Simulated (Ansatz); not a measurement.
BaSnO3 (cubic perovskite, Pm-3m), PBE (plane waves, PAW; program Ansatz): ε∞ = 5.21, cell volume 72.82 Å³. Infrared-active transverse modes:

```
ω_TO (cm⁻¹)  oscillator strength S_xx (e²/amu)
-----------  ---------------------------------
113.7                                   0.1710
213.5                                   0.6156
567.7                                   0.6673
```

Problem. Compute the static dielectric constant.

Solution. Each mode adds (4.921e7/V) S/ω²: 8.93, 9.12, 1.40. So ε0 = 24.7.

The cell was relaxed with PBE under the symmetry of its start. At this level the phase is dynamically unstable (imaginary phonons). Scalar-relativistic: spin–orbit coupling is off unless named, which matters more the heavier the elements.

Potentials: the later of the program's two PAW sets.
